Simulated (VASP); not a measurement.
Set up this calculation in VASP 6.6.1, as the native input.

```
Task                   : single point
Functional             : r2SCAN
Potentials or basis    : VASP PAW PBE potentials, release 64 (H)
Cutoff                 : 520 eV
k mesh                 : 10 × 10 × 10
Occupations            : gaussian, width 0.05 eV
Spin                   : no spin polarisation
Dipole correction      : no
Further INCAR settings : ALGO = Normal; EDIFF = 1e-06; NBANDS = 8
```

Crystal: H.

```
CELL_PARAMETERS angstrom
-1.69153 1.69153 2.05847
1.69153 -1.69153 2.05847
1.69153 1.69153 -2.05847
ATOMIC_POSITIONS crystal
H 0.90986 0.90986 0.00000
H 0.09014 0.09014 0.00000
```

These files were run (other wordings do the same):

POSCAR

```
H
1.0
   -1.6915344700      1.6915344700      2.0584739900
    1.6915344700     -1.6915344700      2.0584739900
    1.6915344700      1.6915344700     -2.0584739900
H
2
Direct
    0.9098622900      0.9098622900      0.0000000000
    0.0901377100      0.0901377100      0.0000000000
```

INCAR.step1

```
SYSTEM = H
PREC = Accurate
ENCUT = 520
ISMEAR = 0
SIGMA = 0.05
LREAL = .FALSE.
LASPH = .TRUE.
NELM = 80
NBANDS = 8
GGA = PE
ALGO = Normal
EDIFF = 1E-4
LWAVE = .TRUE.
LCHARG = .FALSE.
```

INCAR.step2

```
SYSTEM = H
PREC = Accurate
ENCUT = 520
EDIFF = 1E-6
ISMEAR = 0
SIGMA = 0.05
LREAL = .FALSE.
LASPH = .TRUE.
NELM = 80
ALGO = Normal
ISIF = 2
LWAVE = .FALSE.
LCHARG = .TRUE.
METAGGA = R2SCAN
LMIXTAU = .TRUE.
LELF = .TRUE.
LVHAR = .TRUE.
NBANDS = 8
ISTART = 1
```

KPOINTS

```
regular mesh
0
G
  10 10 10
  0 0 0
```

Potentials or basis: VASP PAW PBE potentials, release 64 (H).

Launch:

```console
$ cat potpaw_PBE.64/H/POTCAR > POTCAR
$ cp INCAR.step1 INCAR
$ mpirun -np 1 vasp_std > vasp.out
$ cp INCAR.step2 INCAR
$ mpirun -np 1 vasp_std > vasp.out
```

It gave:

```json
{"Pressure": "0.0 GPa", "Largest force": "0.003 eV/Å", "Band gap on the k mesh": "9.66 eV, indirect (least direct gap 10.48 eV)"}
```

Caveat: the PAW data sets were made with another functional, which shifts forces and pressure a little.

Wall time 74 s on 1 thread of AMD EPYC 7R13 Processor (Zen 3), with other jobs on the host, peak memory 0.1 GiB.
